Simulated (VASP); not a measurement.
# Te (P3_121) in VASP: further runs

The runs below take Te through relaxation of shape and atoms at fixed volume, relaxation of cell and atoms, with PBE, PBE+D3(BJ).

All numbers are computed with VASP 6.6.1; they aren't measurements. Logs are shortened: lines on timing, memory, paths and dates and some standing lists are left out, and cuts for length are marked.

### Step 1. Starting point

The structure is trigonal, space group P3_121 (No. 152). The conventional cell has a = 4.515 Å, b = 4.515 Å, c = 5.954 Å, α = 90.00°, β = 90.00°, γ = 120.00°. Te (site symmetry 2) has 2 Te at 2.89 Å as nearest neighbours.

### Step 2. Relaxation of shape and atoms at fixed volume, PBE

Input file INCAR:

```
PREC = Accurate
ENCUT = 600
EDIFF = 1E-7
ISMEAR = 0
SIGMA = 0.03
LREAL = False
LASPH = True
NELM = 80
ALGO = Fast
ISIF = 4
LWAVE = False
LCHARG = False
GGA = PE
IBRION = 2
NSW = 40
EDIFFG = -0.01
```

Input file KPOINTS:

```
regular mesh
0
Gamma
  9 9 6
```

Input file POSCAR:

```
Te                                      
1.0
    4.5147944683     -0.0000000000     -0.0000000000
   -2.2573972341      3.9099267024      0.0000000000
    0.0000000000      0.0000000000      5.9542961518
  Te            
     3
Direct
     0.2690373692055651    0.0000000000000000    0.3333333332999970
     0.0000000000000000    0.2690373692055651    0.6666666667000030
     0.7309626307944349    0.7309626307944349    1.0000000000000000
```

Potentials or basis: VASP PAW PBE potentials, release 64 (Te).

Started as:

```sh
$ cat potpaw_PBE.64/Te/POTCAR > POTCAR
$ mpirun -np 1 vasp_std > vasp.out
```

OUTCAR:

```text
PREC = Accurate
   ENCUT = 600
   EDIFF = 1E-7
   ISMEAR = 0
   LREAL = False
   LASPH = True
   NELM = 80
   ISIF = 4
   GGA = PE
   IBRION = 2
   NSW = 40
   EDIFFG = -0.01

 ion  position               nearest neighbor table
   1  0.269  0.000  0.333-   3 2.89   2 2.89   3 3.51   3 3.51   2 3.51   2 3.51
   2  0.000  0.269  0.667-   3 2.89   1 2.89   3 3.51   3 3.51   1 3.51   1 3.51
   3  0.731  0.731  0.000-   2 2.89   1 2.89   2 3.51   1 3.51   1 3.51   2 3.51

  LATTYP: Found a hexagonal cell.
 ALAT       =     4.5147944683
 C/A-ratio  =     1.3188410222

  Lattice vectors:

 A1 = (   4.5147944683,   0.0000000000,   0.0000000000)
 A2 = (  -2.2573972341,   3.9099267024,   0.0000000000)
 A3 = (   0.0000000000,   0.0000000000,   5.9542961518)

Analysis of symmetry for initial positions (statically):
=====================================================================
 Subroutine PRICEL returns:
 Original cell was already a primitive cell.

 Routine SETGRP: Setting up the symmetry group for a
 hexagonal supercell.

 Subroutine GETGRP returns: Found  6 space group operations
 (whereof  2 operations were pure point group operations)
 out of a pool of 24 trial point group operations.

The static configuration has the point symmetry C_2 .
 The point group associated with its full space group is D_3 .

Analysis of symmetry for dynamics (positions and initial velocities):
=====================================================================
 Subroutine PRICEL returns:
 Original cell was already a primitive cell.

 Routine SETGRP: Setting up the symmetry group for a
 hexagonal supercell.

 Subroutine GETGRP returns: Found  6 space group operations
 (whereof  2 operations were pure point group operations)
 out of a pool of 24 trial point group operations.

The dynamic configuration has the point symmetry C_2 .
 The point group associated with its full space group is D_3 .

 Subroutine INISYM returns: Found  6 space group operations
 (whereof  2 operations are pure point group operations),
 and found     1 'primitive' translations

----------------------------------------------------------------------------------------

                                     Primitive cell

  volume of cell :     105.1083

  direct lattice vectors                    reciprocal lattice vectors
     4.514794468  0.000000000  0.000000000     0.221494025  0.127879635  0.000000000
    -2.257397234  3.909926702  0.000000000     0.000000000  0.255759270  0.000000000
     0.000000000  0.000000000  5.954296152     0.000000000  0.000000000  0.167945963

  length of vectors
     4.514794468  4.514794468  5.954296152     0.255759270  0.255759270  0.167945963

  position of ions in fractional coordinates (direct lattice)
     0.269037369  0.000000000  0.333333333
     0.000000000  0.269037369  0.666666667
     0.730962631  0.730962631  0.000000000

  ion indices of the primitive-cell ions
   primitive index   ion index
                 1           1
                 2           2
                 3           3

----------------------------------------------------------------------------------------

 KPOINTS: regular mesh

Automatic generation of k-mesh.
 Grid dimensions read from file:
 generate k-points for:    9    9    6

 Generating k-lattice:

  Cartesian coordinates                     Fractional coordinates (reciprocal lattice)
     0.024610447  0.014208848  0.000000000     0.111111111  0.000000000  0.000000000
     0.000000000  0.028417697  0.000000000     0.000000000  0.111111111  0.000000000
     0.000000000  0.000000000  0.027990994     0.000000000  0.000000000  0.166666667

  Length of vectors
     0.028417697  0.028417697  0.027990994

  Shift w.r.t. Gamma in fractional coordinates (k-lattice)
     0.000000000  0.000000000  0.000000000

 Subroutine IBZKPT returns following result:
 ===========================================

 Found     62 irreducible k-points:

 Following reciprocal coordinates:
            Coordinates               Weight
  0.000000  0.000000  0.000000      1.000000
  0.111111 -0.000000  0.000000      6.000000
  0.222222 -0.000000  0.000000      6.000000
  0.333333 -0.000000  0.000000      6.000000
  0.444444 -0.000000  0.000000      6.000000
  0.111111  0.111111  0.000000      6.000000
[... 16 lines left out ...]
  0.222222  0.111111  0.166667     12.000000
 -0.111111  0.333333  0.166667     12.000000
 [... further k-points ...]
   k-points           NKPTS =     62   k-points in BZ     NKDIM =     62   number of bands    NBANDS=     13
   number of dos      NEDOS =    301   number of ions     NIONS =      3
   total plane-waves  NPLWV =  62208
   dimension x,y,z NGX =    36 NGY =   36 NGZ =   48
   dimension x,y,z NGXF=    72 NGYF=   72 NGZF=   96
   ions per type =               3
   NGX,Y,Z   is equivalent  to a cutoff of  13.26, 13.26, 13.40 a.u.
   NGXF,Y,Z  is equivalent  to a cutoff of  26.51, 26.51, 26.80 a.u.
 SYSTEM =  unknown system
   PREC   = accura    normal or accurate (medium, high low for compatibility)
   ISTART =      0    job   : 0-new  1-cont  2-samecut
   ICHARG =      2    charge: 1-file 2-atom 10-const
   ISPIN  =      1    spin polarized calculation?
   LNONCOLLINEAR =      F non collinear calculations
   LSORBIT =      F    spin-orbit coupling
   LASPH  =      T    aspherical Exc in radial PAW
   ENCUT  =  600.0 eV  44.10 Ry    6.64 a.u.   9.02  9.02 11.89*2*pi/ulx,y,z
   NELM   =     80;   NELMIN=  2; NELMDL= -5     # of ELM steps
   EDIFF  = 0.1E-06   stopping-criterion for ELM
   LREAL  =      F    real-space projection
   EDIFFG = -.1E-01   stopping-criterion for IOM
   NSW    =     40    number of steps for IOM
   IBRION =      2    ionic relax: 0-MD 1-quasi-New 2-CG
   NFREE  =      1    steps in history (QN), initial steepest desc. (CG)
   ISIF   =      4    stress and relaxation
   ISYM   =      2    0-nonsym 1-usesym 2-fastsym
   POTIM  = 0.5000    time-step for ionic-motion
   TEBEG  =    0.0;   TEEND  =   0.0 temperature during run
   PSTRESS=    0.0 pullay stress
   NELECT =      18.0000    total number of electrons
   NUPDOWN=      -1.0000    fix difference up-down
   EMIN   =  10.00;   EMAX   =-10.00  energy-range for DOS
   EFERMI =   0.00;   METHOD = LEGACY
   ISMEAR =     0;   SIGMA  =   0.03  broadening in eV -4-tet -1-fermi 0-gaus
   EFERMI_NEDOS =   21; number of points for ismear=-14 and -15
   IALGO  =     68    algorithm
   IMIX   =      4    mixing-type and parameters
     AMIX     =   0.40;   BMIX     =  1.00
     AMIX_MAG =   1.60;   BMIX_MAG =  1.00
  volume/ion in A,a.u.               =      35.04       236.44
  Fermi-wavevector in a.u.,A,eV,Ry     =   0.909117  1.717983 11.245141  0.826495
  Thomas-Fermi vector in A             =   2.033124
   LORBIT       =      0    0 simple, 1 ext, 2 COOP (PROOUT), +10 PAW based schemes
   GGA     = PE    functional components
   LHFCALC =     F    Hartree Fock is set to
   AEXX    =    0.0000 exact exchange contribution
   IVDW    =     0    specifies the selected vdW correction
   LEPSILON=     F    determine dielectric tensor
   LRPA    =     F    only Hartree local field effects (RPA)
 conjugate gradient relaxation of ions
 non-spin polarized calculation
 RMM-DIIS sequential band-by-band and
 Gauss-broadening in eV      SIGMA  =   0.03
  energy-cutoff  :      600.00
  volume of cell :      105.11
 maximum number of plane-waves:      3549
   NGX = 17   NGY = 17   NGZ = 23

 number of electron      17.9999999 magnetization

 Free energy of the ion-electron system (eV)
  ---------------------------------------------------
  ext. energy  EPLUGINS =         0.00000000
  ---------------------------------------------------
  free energy    TOTEN  =        -9.43154418 eV

  energy without entropy =       -9.43154418  energy(sigma->0) =       -9.43154418

 E-fermi :   5.6516     XC(G=0):  -8.9302

 val. band max:        5.5443558325   @ k =   0.3333   0.3333   0.5000
 cond. band min:       5.7561516257   @ k =   0.3333   0.3333   0.5000
 fundamental gap:      0.2117957932
 Fermi energy:         5.6516201070

 k-point     1 :       0.0000    0.0000    0.0000
  band No.  band energies     occupation
      1      -7.8314      2.00000
      2      -4.6628      2.00000
      3      -4.6628      2.00000
      4       2.5748      2.00000
      5       2.8405      2.00000
      6       2.8405      2.00000
      7       3.9314      2.00000
      8       3.9314      2.00000
      9       4.7377      2.00000
     10       6.5419      0.00000
     11       6.5419      0.00000
     12       7.0981      0.00000
     13      10.5938      0.00000

 k-point     2 :       0.1111   -0.0000    0.0000
  band No.  band energies     occupation
      1      -7.7522      2.00000
      2      -4.6910      2.00000
      3      -4.6450      2.00000
      4       1.9895      2.00000
      5       2.4495      2.00000
      6       2.6888      2.00000
      7       4.1739      2.00000
      8       4.4593      2.00000
      9       4.9095      2.00000
     10       6.2808      0.00000
     11       6.4845      0.00000
     12       6.9916      0.00000
     13      10.3507      0.00000

 k-point     3 :       0.2222   -0.0000    0.0000
  band No.  band energies     occupation
      1      -7.5259      2.00000
      2      -4.8093      2.00000
      3      -4.5957      2.00000
      4       1.2621      2.00000
      5       1.9197      2.00000
      6       2.3519      2.00000
      7       4.2984      2.00000
      8       4.5853      2.00000
      9       4.7477      2.00000
     10       6.3974      0.00000
     11       6.5624      0.00000
     12       7.1437      0.00000
     13       9.6212      0.00000
[... 305 lines left out ...]
 k-point    23 :       0.2222    0.1111    0.1667
  band No.  band energies     occupation
      1      -7.2352      2.00000
      2      -5.3670      2.00000
      3      -4.2463      2.00000
      4       1.2053      2.00000
      5       1.6069      2.00000
      6       2.5623      2.00000
      7       3.1000      2.00000
      8       3.7782      2.00000
      9       4.9992      2.00000
     10       6.4439      0.00000
     11       7.2885      0.00000
     12       8.0618      0.00000
     13       9.9686      0.00000

 k-point    24 :      -0.1111    0.3333    0.1667
  band No.  band energies     occupation
      1      -7.2271      2.00000
      2      -5.4429      2.00000
      3      -4.1281      2.00000
      4       0.9255      2.00000
      5       1.4605      2.00000
      6       2.3426      2.00000
      7       3.7203      2.00000
      8       4.4262      2.00000
      9       4.9937      2.00000
     10       6.3879      0.00000
     11       6.9316      0.00000
     12       7.3097      0.00000
     13       9.3970      0.00000

 [... further k-points ...]

------------------------ aborting loop because EDIFF is reached ----------------------------------------

  FORCE on cell =-STRESS in cart. coord.  units (eV):
  Direction    XX          YY          ZZ          XY          YZ          ZX
  --------------------------------------------------------------------------------------
  -------------------------------------------------------------------------------------
  Total        0.0032866      0.0032866      0.0068599      0.0000000     -0.0000000      0.0000000
  in kB        0.0500980      0.0500980      0.1045669      0.0000000     -0.0000000      0.0000000
  external PRESSURE =       0.0682543 kB  Pullay stress =       0.0000000 kB

 VOLUME and BASIS-vectors are now :
 -----------------------------------------------------------------------------
  energy-cutoff  :      600.00
  volume of cell :      105.11
      direct lattice vectors                 reciprocal lattice vectors
     4.514794468  0.000000000  0.000000000     0.221494025  0.127879635  0.000000000
    -2.257397234  3.909926702  0.000000000     0.000000000  0.255759270  0.000000000
     0.000000000  0.000000000  5.954296152     0.000000000  0.000000000  0.167945963

 POSITION                                       TOTAL-FORCE (eV/Angst)
 -----------------------------------------------------------------------------------
      1.21465      0.00000      1.98477        -0.001463     -0.000000      0.000000
     -0.60732      1.05192      3.96953         0.000731     -0.001267     -0.000000
      1.65007      2.85801      0.00000         0.000731      0.001267      0.000000
 -----------------------------------------------------------------------------------
    total drift:                                0.000000     -0.000000      0.000000

  FREE ENERGIE OF THE ION-ELECTRON SYSTEM (eV)
  ---------------------------------------------------
  free  energy   TOTEN  =        -9.4315441803 eV

  energy  without entropy=       -9.4315441795  energy(sigma->0) =       -9.43154418

 reached required accuracy - stopping structural energy minimisation
```

It took 60 s on 1 thread of AMD EPYC 9R45 (Zen 5), shared host; peak memory 0.25 GiB.

What came out:

| Quantity | Value |
| --- | --- |
| Free energy | -9.4315 eV |
| Pressure after relaxing | 0.0 GPa |
| Band gap on the k mesh | 0.21 eV, direct |

Final structure:
```
CELL_PARAMETERS angstrom
4.51479 0.00000 0.00000
-2.25740 3.90993 0.00000
0.00000 0.00000 5.95430
ATOMIC_POSITIONS crystal
Te 0.26904 0.00000 0.33333
Te 0.00000 0.26904 0.66667
Te 0.73096 0.73096 0.00000
```

Levels at points of the mesh, in eV from the valence-band top:
| k point | band 6 | band 7 | band 8 | band 9 | band 10 | band 11 | band 12 | band 13 |
| --- | --- | --- | --- | --- | --- | --- | --- | --- |
| (0.00, 0.00, 0.00) | -2.70 | -1.61 | -1.61 | -0.81 | 1.00 | 1.00 | 1.55 | 5.05 |
| (0.00, 0.00, 0.50) | -2.59 | -1.26 | -1.00 | -1.00 | 0.47 | 0.47 | 0.50 | 4.16 |

Caveat: the relaxation stopped at its first step, so nothing moved; spin-orbit coupling is left out, which moves the levels of the heavy elements; an odd mesh through Γ misses points on the zone boundary, where band edges often lie.

### Step 3. Relaxation of shape and atoms at fixed volume, PBE (a relaxed cell with its volume scaled by 1.02)

INCAR is that of step 2.

KPOINTS is that of step 2.

Input file POSCAR:

```
Te                                      
1.0
    4.5446946407     -0.0000000000     -0.0000000000
   -2.2723473204      3.9358210114      0.0000000000
    0.0000000000      0.0000000000      5.9937297258
  Te            
     3
Direct
     0.2690373692055651    0.0000000000000000    0.3333333332999970
     0.0000000000000000    0.2690373692055651    0.6666666667000030
     0.7309626307944349    0.7309626307944349    1.0000000000000000
```

Potentials or basis: VASP PAW PBE potentials, release 64 (Te).

Started as:

```sh
$ cat potpaw_PBE.64/Te/POTCAR > POTCAR
$ mpirun -np 1 vasp_std > vasp.out
```

OUTCAR:

```text
PREC = Accurate
   ENCUT = 600
   EDIFF = 1E-7
   ISMEAR = 0
   LREAL = False
   LASPH = True
   NELM = 80
   ISIF = 4
   GGA = PE
   IBRION = 2
   NSW = 40
   EDIFFG = -0.01

 ion  position               nearest neighbor table
   1  0.269  0.000  0.333-   3 2.91   2 2.91   3 3.53   3 3.53   2 3.53   2 3.53
   2  0.000  0.269  0.667-   3 2.91   1 2.91   3 3.53   3 3.53   1 3.53   1 3.53
   3  0.731  0.731  0.000-   1 2.91   2 2.91   2 3.53   1 3.53   2 3.53   1 3.53

  LATTYP: Found a hexagonal cell.
 ALAT       =     4.5446946407
 C/A-ratio  =     1.3188410223

  Lattice vectors:

 A1 = (   4.5446946407,   0.0000000000,   0.0000000000)
 A2 = (  -2.2723473204,   3.9358210114,   0.0000000000)
 A3 = (   0.0000000000,   0.0000000000,   5.9937297258)

Analysis of symmetry for initial positions (statically):
=====================================================================
 Subroutine PRICEL returns:
 Original cell was already a primitive cell.

 Routine SETGRP: Setting up the symmetry group for a
 hexagonal supercell.

 Subroutine GETGRP returns: Found  6 space group operations
 (whereof  2 operations were pure point group operations)
 out of a pool of 24 trial point group operations.

The static configuration has the point symmetry C_2 .
 The point group associated with its full space group is D_3 .

Analysis of symmetry for dynamics (positions and initial velocities):
[... 279 lines left out ...]
  ---------------------------------------------------
  ext. energy  EPLUGINS =         0.00000000
  ---------------------------------------------------
  free energy    TOTEN  =        -9.42955098 eV

  energy without entropy =       -9.42955098  energy(sigma->0) =       -9.42955098

 E-fermi :   5.4343     XC(G=0):  -8.8348

 val. band max:        5.2949648106   @ k =   0.3333   0.3333   0.5000
 cond. band min:       5.5712797359   @ k =   0.3333   0.3333   0.5000
 fundamental gap:      0.2763149253
 Fermi energy:         5.4342529023

 k-point     1 :       0.0000    0.0000    0.0000
  band No.  band energies     occupation
      1      -7.9795      2.00000
      2      -4.8449      2.00000
      3      -4.8449      2.00000
      4       2.3243      2.00000
      5       2.5678      2.00000
      6       2.5678      2.00000
      7       3.7162      2.00000
      8       3.7162      2.00000
      9       4.5598      2.00000
     10       6.3163      0.00000
     11       6.3163      0.00000
     12       6.8321      0.00000
     13      10.3869      0.00000
[... 354 lines left out ...]
  band No.  band energies     occupation
      1      -7.4095      2.00000
      2      -5.6263      2.00000
      3      -4.3300      2.00000
      4       0.7836      2.00000
      5       1.2950      2.00000
      6       2.1526      2.00000
      7       3.5148      2.00000
      8       4.1822      2.00000
      9       4.7622      2.00000
     10       6.1827      0.00000
     11       6.7261      0.00000
     12       7.0691      0.00000
     13       9.2428      0.00000

 [... further k-points ...]

------------------------ aborting loop because EDIFF is reached ----------------------------------------

  FORCE on cell =-STRESS in cart. coord.  units (eV):
  Direction    XX          YY          ZZ          XY          YZ          ZX
  --------------------------------------------------------------------------------------
  -------------------------------------------------------------------------------------
  Total       -0.2183541     -0.2183541     -0.1823132      0.0000000      0.0000000     -0.0000000
  in kB       -3.2631322     -3.2631322     -2.7245293      0.0000000      0.0000000     -0.0000000
  external PRESSURE =      -3.0835979 kB  Pullay stress =       0.0000000 kB
[... 18 lines left out ...]
  FREE ENERGIE OF THE ION-ELECTRON SYSTEM (eV)
  ---------------------------------------------------
  free  energy   TOTEN  =        -9.4295509800 eV

  energy  without entropy=       -9.4295509800  energy(sigma->0) =       -9.42955098

 reached required accuracy - stopping structural energy minimisation
```

It took 2.6 min on 1 thread of AMD EPYC 9R45 (Zen 5), shared host; peak memory 0.27 GiB.

What came out:

- Free energy: -9.4296 eV
- Energy gained by relaxing: 1.2 meV/atom
- Ionic steps: 4
- Pressure after relaxing: -0.3 GPa
- Largest force after relaxing: 0.006 eV/Å
- Band gap on the k mesh: 0.28 eV, direct

Forces on the atoms (eV/Å):
```
Te  -0.006  0.000  0.000
Te   0.003 -0.005  0.000
Te   0.003  0.005  0.000
```

The path:
| step | energy change (eV) | largest force (eV/Å) | pressure (GPa) |
| --- | --- | --- | --- |
| 1 | 0.0000 | 0.0987 | -0.84 |
| 2 | -0.0018 | 0.0730 | -0.69 |
| 3 | -0.0035 | 0.0207 | -0.39 |
| 4 | -0.0036 | 0.0057 | -0.31 |

Final structure:
```
Te
1.0
     4.56491    0.00000    0.00000
    -2.28246    3.95333    0.00000
     0.00000    0.00000    5.94076
Te
3
Direct
  0.26546 0.00000 0.33333
  0.00000 0.26546 0.66667
  0.73454 0.73454 0.00000
```

Caveat: spin-orbit coupling is left out, which moves the levels of the heavy elements; an odd mesh through Γ misses points on the zone boundary, where band edges often lie.

(Continued in part 2 of 3.)
